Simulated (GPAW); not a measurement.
# Al (P6_3/mmc) in GPAW: settings compared

One crystal, Al, is run at these levels: PBEsol, PBEsol+D3, PBEsol+D3(BJ); tasks: relaxation of cell and atoms.

Program: GPAW 26.7.0. These are calculated values, not measurements. Logs are shortened: lines on timing, memory, paths and dates and some standing lists are left out, and cuts for length are marked. The log counts tension as positive stress, the text compression.

## 1. The crystal as given

The structure is hexagonal, space group P6_3/mmc (No. 194). Conventional cell: a = 2.812 Å, b = 2.812 Å, c = 4.867 Å, α = 90.00°, β = 90.00°, γ = 120.00°. Al (site symmetry -6m2) is surrounded by 12 Al at 2.81 to 2.93 Å.

This isn't the form of Al at room conditions, which is fcc.

## 2. Relaxation of cell and atoms, PBEsol

File run.py:

```python
from ase import Atoms
from ase.filters import FrechetCellFilter
from ase.io import write
from ase.optimize import BFGS
from gpaw import GPAW, PW, setup_paths

setup_paths.insert(0, '.')

atoms = Atoms(['Al', 'Al'],
              cell=[[2.8124553515, 0.0, 0.0],
                    [-1.4062276757, 2.4356577814, 0.0],
                    [0.0, 0.0, 4.86685]],
              scaled_positions=[[0.3333333333, 0.6666666667, 0.25],
                                [0.6666666667, 0.3333333333, 0.75]],
              pbc=True)

calc = GPAW(mode=PW(600),
            xc='PBEsol',
            kpts={'size': (11, 11, 6), 'gamma': True},
            occupations={'name': 'fermi-dirac', 'width': 0.05},
            nbands=10,
            convergence={'density': 1e-05, 'forces': 0.0001},
            maxiter=150,
            txt='gpaw.txt')
atoms.calc = calc
opt = BFGS(FrechetCellFilter(atoms), trajectory='relax.traj', logfile='-')
done = opt.run(fmax=0.02, steps=60)
calc.write('gs.gpw')
write('result.traj', atoms)
print('Converged:', done)
print('Cell:', atoms.cell.cellpar().round(4))
print('Volume:', round(atoms.get_volume(), 4))
print(atoms.get_scaled_positions().round(5))
```

Potentials or basis: PAW data sets generated in the run's folder for this functional, pw.

On the command line:

```bash
> gpaw-setup -f PBEsol Al
> OMP_NUM_THREADS=1 python run.py
```

gpaw.txt:

```text
__  _  _
 | _ |_)|_||  |
 |__||  | ||/\| - 26.7.0

Input parameters:
  mode=PW(ecut=600.0),
  convergence={'density': 1e-05, 'forces': 0.0001},
  kpts=MonkhorstPack(size=(11, 11, 6), gamma=True),
  maxiter=150,
  nbands=10,
  occupations=Occupations(name='fermi-dirac', width=0.05),
  xc=XC(name='PBEsol')

Diagonalizing LCAO Hamiltonian
Converting LCAO to pw mode

          Al

        Al

Atoms  # Å, Bohr magnetons
|   | symbol |         x |        y |        z |    initial magnetic moments |
|---|--------|-----------|----------|----------|-----------------------------|
| 0 |     Al | -0.000000 | 1.623772 | 1.216713 | ( 0.0000,  0.0000,  0.0000) |
| 1 |     Al |  1.406228 | 0.811886 | 3.650138 | ( 0.0000,  0.0000,  0.0000) |

Unit cell  # Å
| periodic |         x |        y |        z |  lengths |     angles |
|----------|-----------|----------|----------|----------|------------|
|      yes |  2.812455 | 0.000000 | 0.000000 | 2.812455 |  90.000000 |
|      yes | -1.406228 | 2.435658 | 0.000000 | 2.812455 |  90.000000 |
|      yes |  0.000000 | 0.000000 | 4.866850 | 4.866850 | 120.000000 |

Number of symmetries: 12
Symmetry operations  # r_c * U_cc + t_c -> r_c
|    | kind |            matrix            |
|----|------|------------------------------|
|  0 |  σ   |  1, 1, 0,  0,-1, 0,  0, 0, 1 |
|  1 |  S6  |  1, 1, 0, -1, 0, 0,  0, 0,-1 |
|  2 |  E   |  1, 0, 0,  0, 1, 0,  0, 0, 1 |
|  3 |  C2  |  1, 0, 0, -1,-1, 0,  0, 0,-1 |
|  4 |  C2  |  0, 1, 0,  1, 0, 0,  0, 0,-1 |
|  5 |  C3  |  0, 1, 0, -1,-1, 0,  0, 0, 1 |
|  6 |  S6  |  0,-1, 0,  1, 1, 0,  0, 0,-1 |
|  7 |  σ   |  0,-1, 0, -1, 0, 0,  0, 0, 1 |
|  8 |  σ   | -1, 0, 0,  1, 1, 0,  0, 0, 1 |
[... 112 lines left out ...]
SCF iterations
|iter     | |      energy | eigst |  dens |force |
|---------|-|-------------|-------|-------|------|
|iter:   1| |   -8.120967 | -0.24 |       |      |
|iter:   2| |   -8.120224 | -3.32 | -0.99 |      |
|iter:   3| |   -8.109321 | -3.24 | -1.01 |      |
|iter:   4| |   -8.109096 | -3.94 | -1.58 |      |
|iter:   5| |   -8.109112c| -5.89 | -2.95 |      |
|iter:   6| |   -8.109115c| -6.50 | -3.35 |      |
|iter:   7| |   -8.109115c| -8.00c| -4.35 |      |
|iter:   8| |   -8.109115c| -8.84c| -4.85 |      |
|iter:   9| |   -8.109115c|-10.18c| -5.81c|      |
|iter:  10| |   -8.109115c|-11.14c| -6.25c|-5.58c|

Converged in 10 steps
Energy contributions relative to reference atoms: (reference = -13180.255454)

Energy contributions:
  Kinetic:           7.994602
  Coulomb:          -4.213408
  Zero:             -0.013866
  External:          0.000000
  Xc:              -11.874179
  Entropy:          -0.004527
  Spinorbit:         0.000000
  ----------------------------
  Free energy:      -8.111379
  Extrapolated:     -8.109115
[... 21 lines left out ...]
Stress tensor  # eV/Ang^3
|         x |         y |         z |
|-----------|-----------|-----------|
| -0.002215 |  0.000000 |  0.000000 |
|  0.000000 | -0.002215 | -0.000000 |
|  0.000000 | -0.000000 |  0.026602 |

Forces  # eV/Ang
|        x |       y |        z |
|----------|---------|----------|
|  0.00000 | 0.00000 |  0.00000 |  # Al   0
| -0.00000 | 0.00000 | -0.00000 |  # Al   1

Interpolating wave functions to new cell

          Al
[... 141 lines left out ...]
SCF iterations
|iter     | |      energy | eigst |  dens |force |
|---------|-|-------------|-------|-------|------|
|iter:   1| |   -8.111886 | -3.49 |       |      |
|iter:   2| |   -8.111875 | -7.46c| -2.46 |      |
|iter:   3| |   -8.111800c| -6.14 | -2.48 |      |
|iter:   4| |   -8.111796c| -7.00 | -3.17 |      |
|iter:   5| |   -8.111796c| -7.60c| -4.27 |      |
|iter:   6| |   -8.111796c| -8.23c| -4.94 |      |
|iter:   7| |   -8.111796c| -9.04c| -5.68c|      |
|iter:   8| |   -8.111796c| -9.91c| -6.24c|-5.55c|
[... 33 lines left out ...]
No gap
No difference between direct/indirect transitions

Stress tensor  # eV/Ang^3
|         x |         y |        z |
|-----------|-----------|----------|
| -0.002318 |  0.000000 | 0.000000 |
|  0.000000 | -0.002318 | 0.000000 |
|  0.000000 |  0.000000 | 0.024024 |

Forces  # eV/Ang
|        x |        y |        z |
|----------|----------|----------|
| -0.00000 |  0.00000 | -0.00000 |  # Al   0
|  0.00000 | -0.00000 |  0.00000 |  # Al   1
[... 190 lines left out ...]
No gap
No difference between direct/indirect transitions

Stress tensor  # eV/Ang^3
|         x |         y |        z |
|-----------|-----------|----------|
| -0.008097 |  0.000000 | 0.000000 |
|  0.000000 | -0.008097 | 0.000000 |
|  0.000000 |  0.000000 | 0.005318 |

Forces  # eV/Ang
|        x |        y |        z |
|----------|----------|----------|
|  0.00000 |  0.00000 | -0.00000 |  # Al   0
| -0.00000 | -0.00000 |  0.00000 |  # Al   1
[... 553 lines left out ...]
SCF iterations
|iter     | |      energy | eigst |  dens |force |
|---------|-|-------------|-------|-------|------|
|iter:   1| |   -8.130614 | -4.33 |       |      |
|iter:   2| |   -8.130613 | -7.65c| -2.93 |      |
|iter:   3| |   -8.130604c| -6.60 | -2.96 |      |
|iter:   4| |   -8.130604c| -7.35 | -3.53 |      |
|iter:   5| |   -8.130604c| -8.11c| -4.48 |      |
|iter:   6| |   -8.130604c| -8.82c| -5.08c|      |
|iter:   7| |   -8.130604c| -9.59c| -5.80c|-5.61c|
[... 247 lines left out ...]
Forces  # eV/Ang
|        x |        y |        z |
|----------|----------|----------|
|  0.00000 | -0.00000 | -0.00000 |  # Al   0
| -0.00000 |  0.00000 |  0.00000 |  # Al   1

# Writing to gs.gpw (mode='')
```

It took 47 s on 1 thread of Intel Xeon 6975P-C (Granite Rapids), shared host; peak memory 0.25 GiB.

What came out:

```
Free energy                            : -8.1334 eV
Relaxed volume                         : 16.34 Å³/atom
Relaxed cell                           : a = 2.835 Å, b = 2.835 Å, c = 4.694 Å, α = 90.00°, β = 90.00°, γ = 120.00°
Space group after relaxing (to 0.05 Å) : P6_3/mmc (No. 194)
Energy gained by relaxing              : 10.9 meV/atom
Ionic steps                            : 7
Pressure after relaxing                : 0.0 GPa
Band gap on the k mesh                 : none (metal or under the smearing width)
```

The path:
```csv
step,energy change (eV),largest force (eV/Å),pressure (GPa),volume (Å³)
1,0.0000,0.0000,-1.18,33.34
2,-0.0027,0.0000,-1.04,33.25
3,-0.0200,0.0000,0.58,32.47
4,-0.0198,0.0000,1.18,32.24
5,-0.0212,0.0000,0.70,32.42
6,-0.0215,0.0000,0.46,32.51
7,-0.0218,0.0000,0.04,32.68
```

Final structure:
```cif
data_structure
_symmetry_space_group_name_H-M 'P 1'
_symmetry_Int_Tables_number 1
_cell_length_a 2.8354
_cell_length_b 2.8354
_cell_length_c 4.6939
_cell_angle_alpha 90.000
_cell_angle_beta 90.000
_cell_angle_gamma 120.000
_cell_volume 32.68
loop_
_atom_site_label
_atom_site_type_symbol
_atom_site_fract_x
_atom_site_fract_y
_atom_site_fract_z
_atom_site_occupancy
Al1 Al 0.33333 0.66667 0.25000 1
Al2 Al 0.66667 0.33333 0.75000 1
```

Caveat: later steps reuse the first step's grids.

## 3. Relaxation of cell and atoms, PBEsol+D3

run.py: that of step 2 with these lines changed.

```diff
@@ -1,2 +1,3 @@
 from ase import Atoms
+from ase.calculators.mixing import SumCalculator
 from ase.filters import FrechetCellFilter
@@ -4,2 +5,3 @@
 from ase.optimize import BFGS
+from dftd3.ase import DFTD3
 from gpaw import GPAW, PW, setup_paths
@@ -24,3 +26,3 @@
             txt='gpaw.txt')
-atoms.calc = calc
+atoms.calc = SumCalculator([calc, DFTD3(method='pbesol', damping='d3zero')])
 opt = BFGS(FrechetCellFilter(atoms), trajectory='relax.traj', logfile='-')
```

Potentials or basis: PAW data sets generated in the run's folder for this functional, pw.

On the command line:

```bash
> gpaw-setup -f PBEsol Al
> OMP_NUM_THREADS=1 python run.py
```

Run time: 37 s. Hardware: 1 thread of Intel Xeon 6975P-C (Granite Rapids), shared host; peak memory 0.23 GiB.

It converged, with:

- Free energy: -8.3961 eV
- Relaxed volume: 16.01 Å³/atom
- Relaxed cell: a = 2.817 Å, b = 2.817 Å, c = 4.658 Å, α = 90.00°, β = 90.00°, γ = 120.00°
- Space group after relaxing (to 0.05 Å): P6_3/mmc (No. 194)
- Energy gained by relaxing: 15.4 meV/atom
- Ionic steps: 6
- Pressure after relaxing: 0.1 GPa
- Band gap on the k mesh: none (metal or under the smearing width)
- Dispersion energy per atom: -0.133 eV

Step by step:
```tsv
step	energy change (eV)	largest force (eV/Å)	pressure (GPa)	volume (Å³)
1	0.0000	0.0000	-2.70	33.34
2	-0.0051	0.0000	-2.31	33.14
3	-0.0261	0.0000	0.99	31.71
4	-0.0277	0.0000	1.30	31.59
5	-0.0298	0.0000	0.89	31.73
6	-0.0307	0.0000	0.11	32.01
```

Final structure:
```cif
data_structure
_symmetry_space_group_name_H-M 'P 1'
_symmetry_Int_Tables_number 1
_cell_length_a 2.8171
_cell_length_b 2.8171
_cell_length_c 4.6578
_cell_angle_alpha 90.000
_cell_angle_beta 90.000
_cell_angle_gamma 120.000
_cell_volume 32.01
loop_
_atom_site_label
_atom_site_type_symbol
_atom_site_fract_x
_atom_site_fract_y
_atom_site_fract_z
_atom_site_occupancy
Al1 Al 0.33333 0.66667 0.25000 1
Al2 Al 0.66667 0.33333 0.75000 1
```

Levels at points of the mesh, in eV from the Fermi level:
```tsv
k point	band 1	band 2	band 3	band 4	band 5	band 6
(0.00, 0.00, 0.00)	-11.36	-4.80	-4.59	11.01	11.01	11.29
(0.00, 0.00, 0.50)	-9.67	-9.67	3.26	3.26	12.15	12.15
```

Caveat: later steps reuse the first step's grids; pairwise dispersion overbinds metals, which lowers pressure and volume.

## 4. Relaxation of cell and atoms, PBEsol+D3(BJ)

run.py: that of step 3 with these lines changed.

```diff
@@ -26,3 +26,3 @@
             txt='gpaw.txt')
-atoms.calc = SumCalculator([calc, DFTD3(method='pbesol', damping='d3zero')])
+atoms.calc = SumCalculator([calc, DFTD3(method='pbesol', damping='d3bj')])
 opt = BFGS(FrechetCellFilter(atoms), trajectory='relax.traj', logfile='-')
```

Potentials or basis: PAW data sets generated in the run's folder for this functional, pw.

On the command line:

```bash
> gpaw-setup -f PBEsol Al
> OMP_NUM_THREADS=1 python run.py
```

gpaw.txt:

```text
__  _  _
 | _ |_)|_||  |
 |__||  | ||/\| - 26.7.0

Input parameters:
  mode=PW(ecut=600.0),
  convergence={'density': 1e-05, 'forces': 0.0001},
  kpts=MonkhorstPack(size=(11, 11, 6), gamma=True),
  maxiter=150,
  nbands=10,
  occupations=Occupations(name='fermi-dirac', width=0.05),
  xc=XC(name='PBEsol')

Diagonalizing LCAO Hamiltonian
Converting LCAO to pw mode

          Al

        Al

Atoms  # Å, Bohr magnetons
|   | symbol |         x |        y |        z |    initial magnetic moments |
|---|--------|-----------|----------|----------|-----------------------------|
| 0 |     Al | -0.000000 | 1.623772 | 1.216713 | ( 0.0000,  0.0000,  0.0000) |
| 1 |     Al |  1.406228 | 0.811886 | 3.650138 | ( 0.0000,  0.0000,  0.0000) |

Unit cell  # Å
| periodic |         x |        y |        z |  lengths |     angles |
|----------|-----------|----------|----------|----------|------------|
|      yes |  2.812455 | 0.000000 | 0.000000 | 2.812455 |  90.000000 |
|      yes | -1.406228 | 2.435658 | 0.000000 | 2.812455 |  90.000000 |
|      yes |  0.000000 | 0.000000 | 4.866850 | 4.866850 | 120.000000 |

Number of symmetries: 12
Symmetry operations  # r_c * U_cc + t_c -> r_c
|    | kind |            matrix            |
|----|------|------------------------------|
|  0 |  σ   |  1, 1, 0,  0,-1, 0,  0, 0, 1 |
|  1 |  S6  |  1, 1, 0, -1, 0, 0,  0, 0,-1 |
|  2 |  E   |  1, 0, 0,  0, 1, 0,  0, 0, 1 |
|  3 |  C2  |  1, 0, 0, -1,-1, 0,  0, 0,-1 |
|  4 |  C2  |  0, 1, 0,  1, 0, 0,  0, 0,-1 |
|  5 |  C3  |  0, 1, 0, -1,-1, 0,  0, 0, 1 |
|  6 |  S6  |  0,-1, 0,  1, 1, 0,  0, 0,-1 |
|  7 |  σ   |  0,-1, 0, -1, 0, 0,  0, 0, 1 |
|  8 |  σ   | -1, 0, 0,  1, 1, 0,  0, 0, 1 |
[... 112 lines left out ...]
SCF iterations
|iter     | |      energy | eigst |  dens |force |
|---------|-|-------------|-------|-------|------|
|iter:   1| |   -8.120967 | -0.24 |       |      |
|iter:   2| |   -8.120224 | -3.32 | -0.99 |      |
|iter:   3| |   -8.109321 | -3.24 | -1.01 |      |
|iter:   4| |   -8.109096 | -3.94 | -1.58 |      |
|iter:   5| |   -8.109112c| -5.89 | -2.95 |      |
|iter:   6| |   -8.109115c| -6.50 | -3.35 |      |
|iter:   7| |   -8.109115c| -8.00c| -4.35 |      |
|iter:   8| |   -8.109115c| -8.84c| -4.85 |      |
|iter:   9| |   -8.109115c|-10.18c| -5.81c|      |
|iter:  10| |   -8.109115c|-11.14c| -6.25c|-5.58c|

Converged in 10 steps
Energy contributions relative to reference atoms: (reference = -13180.255454)

Energy contributions:
  Kinetic:           7.994602
  Coulomb:          -4.213408
  Zero:             -0.013866
  External:          0.000000
  Xc:              -11.874179
  Entropy:          -0.004527
  Spinorbit:         0.000000
  ----------------------------
  Free energy:      -8.111379
  Extrapolated:     -8.109115
[... 21 lines left out ...]
Stress tensor  # eV/Ang^3
|         x |         y |         z |
|-----------|-----------|-----------|
| -0.002215 |  0.000000 |  0.000000 |
|  0.000000 | -0.002215 | -0.000000 |
|  0.000000 | -0.000000 |  0.026602 |

Forces  # eV/Ang
|        x |       y |        z |
|----------|---------|----------|
|  0.00000 | 0.00000 |  0.00000 |  # Al   0
| -0.00000 | 0.00000 | -0.00000 |  # Al   1

Interpolating wave functions to new cell

          Al

        Al

Atoms  # Å, Bohr magnetons
|   | symbol |         x |        y |        z |    initial magnetic moments |
|---|--------|-----------|----------|----------|-----------------------------|
| 0 |     Al | -0.000000 | 1.620504 | 1.210080 | ( 0.0000,  0.0000,  0.0000) |
| 1 |     Al |  1.403397 | 0.810252 | 3.630239 | ( 0.0000,  0.0000,  0.0000) |

Unit cell  # Å
| periodic |         x |        y |         z |  lengths |     angles |
|----------|-----------|----------|-----------|----------|------------|
|      yes |  2.806794 | 0.000000 | -0.000000 | 2.806794 |  90.000000 |
|      yes | -1.403397 | 2.430755 |  0.000000 | 2.806794 |  90.000000 |
|      yes | -0.000000 | 0.000000 |  4.840319 | 4.840319 | 120.000000 |

Number of symmetries: 12
Symmetry operations  # r_c * U_cc + t_c -> r_c
|    | kind |            matrix            |
|----|------|------------------------------|
|  0 |  σ   |  1, 1, 0,  0,-1, 0,  0, 0, 1 |
|  1 |  S6  |  1, 1, 0, -1, 0, 0,  0, 0,-1 |
|  2 |  E   |  1, 0, 0,  0, 1, 0,  0, 0, 1 |
|  3 |  C2  |  1, 0, 0, -1,-1, 0,  0, 0,-1 |
|  4 |  C2  |  0, 1, 0,  1, 0, 0,  0, 0,-1 |
|  5 |  C3  |  0, 1, 0, -1,-1, 0,  0, 0, 1 |
|  6 |  S6  |  0,-1, 0,  1, 1, 0,  0, 0,-1 |
|  7 |  σ   |  0,-1, 0, -1, 0, 0,  0, 0, 1 |
|  8 |  σ   | -1, 0, 0,  1, 1, 0,  0, 0, 1 |
[... 156 lines left out ...]
No gap
No difference between direct/indirect transitions

Stress tensor  # eV/Ang^3
|         x |         y |        z |
|-----------|-----------|----------|
| -0.005971 |  0.000000 | 0.000000 |
|  0.000000 | -0.005971 | 0.000000 |
|  0.000000 |  0.000000 | 0.021496 |

Forces  # eV/Ang
|        x |        y |        z |
|----------|----------|----------|
|  0.00000 | -0.00000 |  0.00000 |  # Al   0
| -0.00000 |  0.00000 | -0.00000 |  # Al   1
[... 193 lines left out ...]
Stress tensor  # eV/Ang^3
|         x |         y |         z |
|-----------|-----------|-----------|
| -0.037904 |  0.000000 | -0.000000 |
|  0.000000 | -0.037904 | -0.000000 |
| -0.000000 |  0.000000 | -0.012779 |

Forces  # eV/Ang
|       x |        y |        z |
|---------|----------|----------|
| 0.00000 | -0.00000 |  0.00001 |  # Al   0
| 0.00000 |  0.00000 | -0.00001 |  # Al   1

Interpolating wave functions to new cell

          Al
[... 141 lines left out ...]
SCF iterations
|iter     | |      energy | eigst |  dens |force |
|---------|-|-------------|-------|-------|------|
|iter:   1| |   -8.106297 | -3.88 |       |      |
|iter:   2| |   -8.106292 | -7.89c| -2.61 |      |
|iter:   3| |   -8.106253c| -6.43 | -2.64 |      |
|iter:   4| |   -8.106250c| -7.30 | -3.31 |      |
|iter:   5| |   -8.106250c| -7.86c| -4.43 |      |
|iter:   6| |   -8.106250c| -8.50c| -5.04c|      |
|iter:   7| |   -8.106250c| -9.34c| -5.96c|-5.25c|
[... 36 lines left out ...]
Stress tensor  # eV/Ang^3
|         x |         y |         z |
|-----------|-----------|-----------|
| -0.035598 |  0.000000 |  0.000000 |
|  0.000000 | -0.035598 |  0.000000 |
| -0.000000 |  0.000000 | -0.014054 |

Forces  # eV/Ang
|       x |        y |        z |
|---------|----------|----------|
| 0.00000 |  0.00000 | -0.00001 |  # Al   0
| 0.00000 | -0.00000 |  0.00001 |  # Al   1

Interpolating wave functions to new cell

          Al
[... 345 lines left out ...]
SCF iterations
|iter     | |      energy | eigst |  dens |force |
|---------|-|-------------|-------|-------|------|
|iter:   1| |   -8.118681 | -3.62 |       |      |
|iter:   2| |   -8.118672 | -7.68c| -2.48 |      |
|iter:   3| |   -8.118617c| -6.28 | -2.51 |      |
|iter:   4| |   -8.118616c| -7.14 | -3.17 |      |
|iter:   5| |   -8.118616c| -7.77c| -4.45 |      |
|iter:   6| |   -8.118616c| -8.27c| -4.98 |      |
|iter:   7| |   -8.118616c| -9.13c| -5.84c|      |
|iter:   8| |   -8.118616c|-10.13c| -6.29c|-4.92c|
[... 43 lines left out ...]
Forces  # eV/Ang
|        x |        y |        z |
|----------|----------|----------|
| -0.00000 |  0.00000 | -0.00001 |  # Al   0
|  0.00000 | -0.00000 |  0.00001 |  # Al   1

# Writing to gs.gpw (mode='')
```

Wall time 34 s (1 thread of Intel Xeon 6975P-C (Granite Rapids), shared host); peak memory 0.23 GiB.

What came out:

| Property | Result |
| --- | --- |
| Free energy | -8.7868 eV |
| Relaxed volume | 15.74 Å³/atom |
| Relaxed cell | a = 2.801 Å, b = 2.801 Å, c = 4.631 Å, α = 90.00°, β = 90.00°, γ = 120.00° |
| Space group after relaxing (to 0.05 Å) | P6_3/mmc (No. 194) |
| Energy gained by relaxing | 23.8 meV/atom |
| Ionic steps | 6 |
| Pressure after relaxing | -0.1 GPa |
| Band gap on the k mesh | none (metal or under the smearing width) |
| Dispersion energy per atom | -0.333 eV |

Step by step:
```
step  energy change (eV)  largest force (eV/Å)  pressure (GPa)  volume (Å³)
   1              0.0000                0.0000           -4.26        33.34
   2             -0.0099                0.0000           -3.64        33.02
   3             -0.0414                0.0000            1.20        31.05
   4             -0.0432                0.0000            1.03        31.10
   5             -0.0472                0.0000            0.07        31.41
   6             -0.0476                0.0000           -0.09        31.47
```

Final structure:
```yaml
crystal:
  lattice:
    - [2.80124, 0.00000, 0.00000]
    - [-1.40062, 2.42595, 0.00000]
    - [0.00000, 0.00000, 4.63108]
  atoms:
    - { symbol: Al, position: [0.33333, 0.66667, 0.25000] }
    - { symbol: Al, position: [0.66667, 0.33333, 0.75000] }
```

Levels at points of the mesh, in eV from the Fermi level:
| k point | band 1 | band 2 | band 3 | band 4 | band 5 | band 6 |
| --- | --- | --- | --- | --- | --- | --- |
| (0.00, 0.00, 0.00) | -11.49 | -4.87 | -4.62 | 11.15 | 11.15 | 11.38 |
| (0.00, 0.00, 0.50) | -9.77 | -9.77 | 3.29 | 3.29 | 12.26 | 12.26 |

Caveat: later steps reuse the first step's grids; pairwise dispersion overbinds metals, which lowers pressure and volume.

## 5. Overview

| level | gap on the mesh (eV) | pressure (GPa) | relaxed volume (Å³/atom) |
| --- | --- | --- | --- |
| PBEsol | none | 0.0 | 16.34 |
| PBEsol+D3 | none | 0.1 | 16.01 |
| PBEsol+D3(BJ) | none | -0.1 | 15.74 |

Alike in all rows: task relaxation of cell and atoms; potentials or basis PAW data sets generated in the run's folder for this functional, pw; no spin polarisation; cell relaxed; k mesh 11 × 11 × 6; cutoff (eV) 600; smearing fermi-dirac 0.05 eV.

Caveats: later steps reuse the first step's grids; pairwise dispersion overbinds metals, which lowers pressure and volume (some runs).

Absolute energies hang on the potentials; compare differences alone.
